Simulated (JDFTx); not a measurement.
Write the native input for JDFTx 1.7.0 (patched build) that does the following.

```
Task                                    : single point
Functional                              : PBEsol
Potentials or basis                     : PseudoDojo-SR-PBEsol-0.4.1-standard with smoothed tails
Cutoff                                  : 1143 eV
Density cutoff                          : 9143 eV
k mesh                                  : 8 × 8 × 8
Occupations                             : gaussian, width 0.05 eV
Spin                                    : no spin polarisation
Local potential set to -Z/r beyond      : 6 bohr
Bands                                   : 21
Density cutoff over wavefunction cutoff : 8
Max SCF steps                           : 100
SCF threshold on the energy             : 1e-09 Ha
Solver of the electrons                 : scf
Further solve for the empty bands       : yes
```

Crystal: InAs.

```
In As
1.0
     0.00000    3.01800    3.01800
     3.01800    0.00000    3.01800
     3.01800    3.01800    0.00000
In As
1 1
Direct
  0.00000 0.00000 0.00000
  0.75000 0.75000 0.75000
```

The input as run:

InAs.in

```
lattice \
    0.0000000000     5.7031934441     5.7031934441 \
    5.7031934441     0.0000000000     5.7031934441 \
    5.7031934441     5.7031934441     0.0000000000
coords-type Lattice
ion In     0.0000000000     0.0000000000     0.0000000000 1
ion As     0.7500000000     0.7500000000     0.7500000000 1

ion-species pseudo/In.upf
ion-species pseudo/As.upf
elec-cutoff 42 336
elec-ex-corr gga-PBEsol
kpoint-folding 8 8 8
elec-smearing Gauss 0.00091873305
elec-n-bands 21
electronic-SCF nIterations 100 energyDiffThreshold 1e-09
electronic-minimize nIterations 30 energyDiffThreshold 1e-7
converge-empty-states yes
forces-output-coords Cartesian

dump-name run.$VAR
dump End Ecomponents EigStats BandEigs Kpoints Forces Stress
```

Potentials or basis: PseudoDojo-SR-PBEsol-0.4.1-standard with smoothed tails.

Command:

```console
$ jdftx -c 1 -i InAs.in -o InAs.out
```

Results of the run:

- Pressure: 1.6 GPa
- Band gap on the k mesh: none (metal or under the smearing width)
- Loewdin charges: In +0.23; As -0.20 e

Caveat: this crystal is a semiconductor, whose small gap the functional closes, so the metal is an error of the method.

It took 3.3 min on 1 thread of AMD EPYC 7R43 64-Core Processor (Zen 3) (shared host), peak memory 0.19 GiB.
